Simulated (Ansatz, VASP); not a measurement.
One calculation of Fe, two programs

```
CELL_PARAMETERS angstrom
2.42893 0.00000 0.00000
-1.21447 2.10352 0.00000
0.00000 0.00000 3.84163
ATOMIC_POSITIONS crystal
Fe 0.33333 0.66667 0.25000
Fe 0.66667 0.33333 0.75000
```

This isn't the form of Fe at room conditions, which is bcc.

Alike in both runs: task single point; functional PBEsol; k mesh 18 × 18 × 12; occupations gaussian, width 0.1 eV; no spin polarisation.

|  | VASP | Ansatz |
| --- | --- | --- |
| version | VASP 6.6.1 | Ansatz 0.2.0 |
| potentials or method | VASP PAW PBE potentials, release 64 (Fe) | scalar-relativistic, plane waves, PAW |
| plane-wave cutoff (eV) | 520 | 420 |
| valence electrons in the cell | 16 | 32 |

```csv
,VASP,Ansatz,Ansatz less VASP
gap on the k mesh at the Fermi level (eV),none,none,-
pressure (GPa),-0.3,0.0,+0.29
largest component of the traceless stress (GPa),0.09,0.00,-0.087
```

A gap of «none» marks a metal or a gap that the smearing closes. With one functional, cell and mesh, what is left measures potentials, basis and numerics. The two sets of potentials don't hold the same shells in valence.

Caveats: the PAW data sets were made with another functional, which shifts forces and pressure a little (VASP); the run has no spin polarisation, though such a crystal can be magnetic. Spin polarisation is off, so any magnetic state and its effect on volume and gap are missing.
